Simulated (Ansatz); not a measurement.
CdSe built on the zincblende prototype, relaxed with r2SCAN in the plane-wave code Ansatz: the symmetry is F-43m (No. 216, cubic); conventional cell a = 6.136 Å, 28.87 Å³ an atom. Around Cd lie 4 Se at 2.66 Å; around Se lie 4 Cd at 2.66 Å. It was then strained (epitaxial in the plane normal to [111]), atoms relaxed again within the symmetry left. Unstrained, HSE06 gives 1.483 eV (Γ, 6×6×6 mesh), and the band edges keep their places in every row. The normal direction was relaxed to zero stress. Only one sign of strain is shown, since it lowers the symmetry, and equivalent edge states can then move with another slope on the other side. Stress is positive in compression. The values are computed, spin-unpolarised, and not measurements.

Axes as in this cell:
```yaml
crystal:
  lattice:
    - [0.00000, 3.06778, 3.06778]
    - [3.06778, 0.00000, 3.06778]
    - [3.06778, 3.06778, 0.00000]
  atoms:
    - { symbol: Cd, position: [0.00000, 0.00000, 0.00000] }
    - { symbol: Se, position: [0.25000, 0.25000, 0.25000] }
```

| strain (%) | ε | ΔE_g, HSE06 (eV) | Δin-plane stress (σ_xx − σ_xy), r2SCAN (GPa) |
| --- | --- | --- | --- |
| -4.0 | -0.0400 | -0.111 | +3.57 |
| -3.0 | -0.0300 | -0.061 | +2.63 |
| -2.15 | -0.0215 | -0.031 | +1.87 |
| -1.0 | -0.0100 | -0.005 | +0.87 |
| -0.48 | -0.0048 | 0.000 | +0.43 |

(1) Fit ΔE_g = a x + b x² to these rows by least squares, with x = ε.

(2) Fit the change of in-plane stress (σ_xx − σ_xy) in the same way.

(3) Predict the withheld row at -3.46 % (x = -0.0346).

Results:

(1) The normal equations take Σx² = 3.085e-03, Σx³ = -1.020e-04, Σx⁴ = 3.594e-06, ΣxΔE = 6.987e-03 and Σx²ΔE = -2.473e-04, and give a = -0.19 eV, b = -74.2 eV; the largest residual is 0.001 eV.

(2) Δin-plane stress (σ_xx − σ_xy) = -85.1 x + (98) x² GPa. The slope, 85 GPa, is the biaxial modulus of the film.

(3) ΔE_g ≈ -0.19 × (-0.0346) + (-74.2) × (-0.0346)² = -0.082 eV, and Δin-plane stress (σ_xx − σ_xy) ≈ +3.06 GPa. The runs give -0.083 eV and +3.06 GPa, off by -0.001 eV and 0.00 GPa.

The runs are scalar-relativistic, without spin-orbit coupling.
